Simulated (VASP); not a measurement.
**TaS2: relaxation of cell and atoms with BEEF-vdW**

Crystal: TaS2.

```xyz
3
Lattice="3.3500 0.0000 0.0000 -1.6750 2.9012 0.0000 0.0000 0.0000 5.8600" Properties=species:S:1:pos:R:3 pbc="T T T"
Ta    0.0000    0.0000    0.0000
S     1.6750    0.9671    4.3950
S     0.0000    1.9341    1.4650
```

```
Program                : VASP 6.6.1
Task                   : relaxation of cell and atoms
Functional             : BEEF-vdW
Potentials or basis    : VASP PAW PBE potentials, release 64 (Ta_pv, S)
Cutoff                 : 600 eV
k mesh                 : 9 × 9 × 5
Occupations            : fermi-dirac, width 0.05 eV
Spin                   : no spin polarisation
Further INCAR settings : ALGO = Fast; EDIFF = 1e-06; IBRION = 2; EDIFFG = -0.01; NSW = 60; ISIF = 3
```

```json
{
  "Relaxed volume": "21.12 Å³/atom",
  "Relaxed cell": "a = 3.384 Å, b = 3.384 Å, c = 6.387 Å, α = 90.00°, β = 90.00°, γ = 120.00°",
  "Space group after relaxing (to 0.05 Å)": "P-3m1 (No. 164)",
  "Energy gained by relaxing": "47.3 meV/atom",
  "Ionic steps": "20",
  "Pressure after relaxing": "0.0 GPa",
  "Band gap on the k mesh": "none (metal or under the smearing width)"
}
```

Stress tensor (GPa, compression positive):
```
-0.07  0.00  0.00
 0.00 -0.07  0.00
 0.00  0.00  0.04
```

The path:
| step | energy change (eV) | largest force (eV/Å) | pressure (GPa) | volume (Å³) |
| --- | --- | --- | --- | --- |
| 1 | 0.0000 | 1.3007 | 9.50 | 56.95 |
| 2 | 0.2539 | 1.9308 | -12.53 | 66.73 |
| 3 | -0.1231 | 0.0766 | -0.53 | 60.25 |
| 4 | -0.1233 | 0.0332 | -0.22 | 60.13 |
| 5 | -0.1233 | 0.0085 | -0.06 | 60.06 |
| 6 | -0.1278 | 0.0640 | 0.13 | 59.98 |
| 7 | -0.1290 | 0.1255 | 0.33 | 59.89 |
| 8 | -0.1291 | 0.1123 | 0.29 | 59.90 |
| 9 | -0.1308 | 0.1241 | 0.12 | 60.20 |
| 10 | -0.1347 | 0.1553 | -0.34 | 61.09 |
| 11 | -0.1380 | 0.2073 | -1.17 | 62.89 |
| 12 | -0.1385 | 0.1920 | -1.09 | 62.93 |
| 13 | -0.1399 | 0.1443 | -0.84 | 63.06 |
| 14 | -0.1415 | 0.0527 | -0.37 | 63.32 |
| 15 | -0.1403 | 0.1472 | 0.64 | 63.82 |
| 16 | -0.1418 | 0.0116 | -0.05 | 63.47 |
| 17 | -0.1418 | 0.0065 | -0.08 | 63.45 |
| 18 | -0.1418 | 0.0023 | -0.11 | 63.44 |
| 19 | -0.1418 | 0.0011 | -0.09 | 63.42 |
| 20 | -0.1418 | 0.0013 | -0.03 | 63.35 |

Final structure:
```
CELL_PARAMETERS angstrom
3.38419 0.00000 0.00000
-1.69210 2.93080 0.00000
0.00000 0.00000 6.38672
ATOMIC_POSITIONS crystal
Ta 0.00000 0.00000 0.00000
S 0.66667 0.33333 0.75971
S 0.33333 0.66667 0.24029
```

Levels at points of the mesh, in eV from the Fermi level:
```csv
k point,band 7,band 8,band 9,band 10,band 11,band 12,band 13,band 14,band 15
"(0.00, 0.00, 0.00)",-3.79,-3.79,-1.78,-0.77,-0.77,0.16,0.16,0.19,3.83
```

It took 12 min on 1 thread of AMD EPYC 9R45 (Zen 5), with other jobs on the host, peak memory 0.43 GiB.

Caveat: the PAW data sets were made with another functional, which shifts forces and pressure a little; the volume moved by +11 % from the deposited cell, more than functionals usually miss. Spin-orbit coupling is left out, which matters for the levels of Ta.
